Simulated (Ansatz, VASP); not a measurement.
Nb in VASP and in Ansatz

```
CELL_PARAMETERS angstrom
-0.04230 2.09385 2.09385
2.09385 -0.04230 2.09385
2.09385 2.09385 -0.04230
ATOMIC_POSITIONS crystal
Nb 0.00000 0.00000 0.00000
```

Change from the starting cell: equal xy, yz and zx shear strains of -2 %, crystal datasets.

Alike in both runs: task electric field gradients; functional PBEsol; k mesh 13 × 13 × 13; occupations fermi-dirac, width 0.08 eV; no spin polarisation.

```csv
,VASP,Ansatz
version,VASP 6.6.1,Ansatz 0.2.0
potentials or method,"VASP PAW PBE potentials, release 64 (Nb_sv), cutoff 520 eV","all-electron PAW with datasets made for the crystal, scalar-relativistic"
```

|  | VASP | Ansatz | Ansatz less VASP |
| --- | --- | --- | --- |
| pressure (GPa) | -7.0 | -6.8 | +0.26 |
| largest component of the traceless stress (GPa) | 0.69 | 0.72 | +0.029 |
| Vzz of the field gradient on the site that differs most (V/Å²) | 5.0 | 3.6 | -1.38 |

Ansatz ran all-electron here, so the differences hold the error of VASP's frozen core and of both bases. Ansatz warned: «gradients_without_spin_orbit».

Caveats: the PAW data sets were made with another functional, which shifts forces and pressure a little (VASP).
